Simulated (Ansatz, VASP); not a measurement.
# Rh: VASP beside Ansatz

INCAR

```
ALGO = Fast
EDIFF = 1E-6
ENCUT = 520
GGA = PS
ISIF = 2
ISMEAR = 0
LASPH = T
LCHARG = F
LREAL = F
LWAVE = F
NBANDS = 14
NELM = 60
PREC = Accurate
SIGMA = 0.15
```

KPOINTS

```
k-points
0
Gamma
  30 30 30
```

Contents of POSCAR:

```
Rh
1.0
    0.0000000000      2.1215562313      1.4999402555
    2.1215562313      0.0000000000      1.4999402555
    2.1215562313      2.1215562313      0.0000000000
Rh
1
Direct
    0.0000000000      0.0000000000      0.0000000000
```

Input for Ansatz:

```yaml
crystal:
  lattice:
    - [0.0, 2.1215562313, 1.4999402555]
    - [2.1215562313, 0.0, 1.4999402555]
    - [2.1215562313, 2.1215562313, 0.0]
  atoms:
    - { symbol: Rh, position: [0.0, 0.0, 0.0] }
basis:
  ecutwfc: 420
kpoints:
  mp_grid: { grid: [30, 30, 30] }
hamiltonian:
  xc: pbesol
scf:
  occupations: { method: gaussian, width: 0.15 }
output:
  forces: true
  stress: true
  eigenvalues: true
  write_density: true
  write_potential: true
  elf: true
  volumetric_format: npy
```

Alike in both runs: task single point; functional PBEsol; k mesh 30 × 30 × 30; occupations gaussian, width 0.15 eV; no spin polarisation.

```csv
,VASP,Ansatz
version,VASP 6.6.1,Ansatz 0.2.0
potentials or method,"VASP PAW PBE potentials, release 64 (Rh_pv)","scalar-relativistic, plane waves, PAW"
plane-wave cutoff (eV),520,420
valence electrons in the cell,15,17
```

|  | VASP | Ansatz | Ansatz less VASP |
| --- | --- | --- | --- |
| gap on the k mesh at the Fermi level (eV) | none | none | - |
| pressure (GPa) | 8.4 | 8.3 | -0.14 |

A gap of «none» marks a metal or a gap that the smearing closes. With one functional, cell and mesh, what is left measures potentials, basis and numerics. The two sets of potentials don't hold the same shells in valence.

Caveats: the PAW data sets were made with another functional, which shifts forces and pressure a little (VASP).
